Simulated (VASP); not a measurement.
**As: relaxation of cell and atoms with PBE**

Crystal: As.

```xyz
1
Lattice="2.7037 0.0000 0.0000 0.0000 2.7037 0.0000 0.0000 0.0000 2.7037" Properties=species:S:1:pos:R:3 pbc="T T T"
As    1.3518    1.3518    1.3518
```

This isn't the form of As at room conditions, which is rhombohedral.

```yaml
Program: VASP 6.6.1
Task: relaxation of cell and atoms
Functional: PBE
Potentials_or_basis: VASP PAW PBE potentials, release 64 (As)
Cutoff: 600 eV
k_mesh: 10 × 10 × 10
Occupations: fermi-dirac, width 0.05 eV
Spin: no spin polarisation
Further_INCAR_settings: ALGO = Fast; EDIFF = 1e-06; IBRION = 2; EDIFFG = -0.01; NSW = 40; ISIF = 3
```

```json
{
  "Relaxed volume": "20.31 Å³/atom",
  "Relaxed cell": "a = 2.728 Å, b = 2.728 Å, c = 2.728 Å, α = 90.00°, β = 90.00°, γ = 90.00°",
  "Space group after relaxing (to 0.05 Å)": "Pm-3m (No. 221)",
  "Energy gained by relaxing": "4.0 meV/atom",
  "Ionic steps": "3",
  "Pressure after relaxing": "0.0 GPa",
  "Band gap on the k mesh": "none (metal or under the smearing width)"
}
```

Step by step:
```tsv
step	energy change (eV)	largest force (eV/Å)	pressure (GPa)	volume (Å³)
1	0.0000	0.0000	2.37	19.76
2	-0.0029	0.0000	-1.14	20.61
3	-0.0040	0.0000	0.01	20.31
```

Final structure:
```
As
1.0
     2.72848    0.00000    0.00000
     0.00000    2.72848    0.00000
     0.00000    0.00000    2.72848
As
1
Direct
  0.50000 0.50000 0.50000
```

Levels at points of the mesh, in eV from the Fermi level:
```
           k point  band 1  band 2  band 3  band 4  band 5  band 6
(0.00, 0.00, 0.00)  -14.68    4.10    4.10    4.10    8.52    8.52
(0.50, 0.00, 0.00)  -11.66   -6.67    6.30    6.30   11.13   14.02
(0.50, 0.50, 0.00)   -8.52   -4.08   -4.08    2.68    8.37   16.20
(0.50, 0.50, 0.50)   -5.07   -1.72   -1.72   -1.72    6.04    6.04
```

Run time: 12 s on 1 thread of Intel(R) Xeon(R) Platinum 8259CL CPU @ 2.50GHz (Skylake/Cascade Lake), on a shared host, peak memory 0.14 GiB.
